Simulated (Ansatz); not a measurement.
## Elastic constants of GaN at 5 GPa (stress–strain coefficients): input and output

All numbers below come from Ansatz, DFT PBEsol, scalar-relativistic, plane waves, PAW.

Launched with:
```bash
ansatz run input.yaml --threads 1 --pin off --max-ram 3072MiB --backend cpu --events-out ev --progress --plain --runs-dir out
```

Input (bare energies are in eV):
```yaml
crystal:
  lattice:
    - [0.0, 2.2302885187, 2.2302885187]
    - [2.2302885187, 0.0, 2.2302885187]
    - [2.2302885187, 2.2302885187, 0.0]
  atoms:
    - { symbol: Ga, position: [0.0, 0.0, 0.0] }
    - { symbol: "N", position: [0.75, 0.75, 0.75] }
basis:
  ecutwfc: 420
kpoints:
  mp_grid: { grid: [10, 10, 10] }
hamiltonian:
  xc: pbesol
scf:
  occupations: { method: fixed }
output:
  forces: true
  stress: true
  eigenvalues: true
  polarization: {}
elastic:
  mode: relaxed_ion
  stencil: two_point
```

From the output:
```
--- Elastic constants: 2 strain directions × 2 members + reference (group order 24) ---
  dense FFT box of the reference and of every strained cell: 24×24×24
  strains applied: 11, 23; error gains: componentwise 1.00 (the most a stress slope's error grows in a printed constant), spectral 1.73 (1 for all six strains in a standard setting)
  C = ∂σ_k/∂η_j (tension-positive GPa; Voigt order 11 22 33 23 13 12):
       290.278    169.653    169.653     -0.000      0.000      0.000
       169.653    290.278    169.653     -0.000      0.000      0.000
       169.653    169.653    290.278     -0.000      0.000      0.000
         0.000     -0.000     -0.000    155.354     -0.000     -0.000
        -0.000     -0.000     -0.000      0.000    155.354     -0.000
        -0.000      0.000     -0.000      0.000     -0.000    155.354
  reference stress σ⁰ (GPa):     -4.997     -4.997     -4.997     -0.000      0.000      0.000
  C* (energy form; C + prestress term) asymmetry max|C*_kj − C*_jk| = 5.684e-14 GPa — a small one proves nothing (zero by symmetry where the batch's group is 432, −43m or m−3m); a large one is finite-difference/SCF noise where every solve ...
  moduli (Voigt/Reuss/Hill, GPa): K = 209.86/209.86/209.86   G = 117.34/95.29/106.31   E = 272.86   ν = 0.283
  mechanically stable: yes (min eigenvalue of sym C = 120.63 GPa)
  e, the proper piezoelectric tensor (elastic.mode: relaxed_ion; C/m²; rows x y z; Voigt order 11 22 33 23 13 12):
      -0.00000    0.00000    0.00000   -0.51775    0.00000    0.00000
       0.00000    0.00000   -0.00000    0.00000   -0.51775    0.00000
      -0.00000    0.00000    0.00000   -0.00000    0.00000   -0.51775
  ±, each entry's uncertainty from the finite density of the strings (C/m²), an estimate: the size of the correction for it that the entry includes:
       0.00000    0.00000    0.00000    0.00453    0.00000    0.00000
       0.00000    0.00000    0.00000    0.00000    0.00453    0.00000
       0.00000    0.00000    0.00000    0.00000    0.00000    0.00453
  the group's symmetry takes up to 2.1e-8 C/m² out of the measured responses: error of the strings' finite density and of the mesh across them, as far as it breaks the symmetry (raise kpoints.mp_grid and any string_points); the largest step ...
  strain η (Voigt 11):  stress-route row diagonal C_11 = 290.28 GPa, energy-path curvature d²(F+E_count+ΔE)/dδ²/Ω₀ = 291.40 GPa
         δ    σ_11 (GPa) F (eV) n_scf n_hpsi n_pw
    -2.000e-3      -5.5789       -4122.8250508       9   29226    444   relax 0 steps, max|allowed force component| 5.55e-17 eV/Å
     2.000e-3      -4.4178       -4122.8278230       8   28700    444   relax 0 steps, max|allowed force component| 1.94e-16 eV/Å
  strain η (Voigt 23):  stress-route row diagonal C_44 = 155.35 GPa, energy-path curvature d²(F+E_count+ΔE)/dδ²/Ω₀ = 159.13 GPa
         δ    σ_23 (GPa) F (eV) n_scf n_hpsi n_pw
    -2.000e-3      -0.3107       -4122.8264820       4   29078    444   relax 3 steps, max|allowed force component| 1.68e-7 eV/Å
     2.000e-3       0.3107       -4122.8264820       4   29065    444   relax 3 steps, max|allowed force component| 1.76e-7 eV/Å
--- Formal polarisation (Berry phase): one branch of a lattice of values; only differences between neighbouring runs are physical ---
  axis mesh electronic ionic p = total spread (rad) least overlap resolved gap  δp at fixed H ≤   (phases in cycles; p mod 1; gap in eV; gap and δp judge the states as solved, not the mesh's step, its ...
  b1    10×10×10       -0.00000000     3.75000000     3.75000000      0.164904         0.8798        1.8600           3.6e-6
  b2    10×10×10       -0.00000000     3.75000000     3.75000000      0.164904         0.8798        1.8600           3.6e-6
  b3    10×10×10        0.00000000     3.75000000     3.75000000      0.164904         0.8798        1.8600           3.6e-6
  quantum along a1:   0.14215525 e/Å² =   227.757821 µC/cm²
  quantum along a2:   0.14215525 e/Å² =   227.757821 µC/cm²
  quantum along a3:   0.14215525 e/Å² =   227.757821 µC/cm²
  P = (  0.75389206,   0.75389206,   0.75389206) e/Å² = ( 1207.868246,  1207.868246,  1207.868246) µC/cm²  (mod the quanta)
```

It took 61 s on 1 thread of Intel(R) Xeon(R) Platinum 8488C (Sapphire Rapids) (shared host), peak memory 0.49 GiB.

Other phases may be more stable at this pressure.

This zinc-blende form isn't the usual stable structure of the compound at low pressure.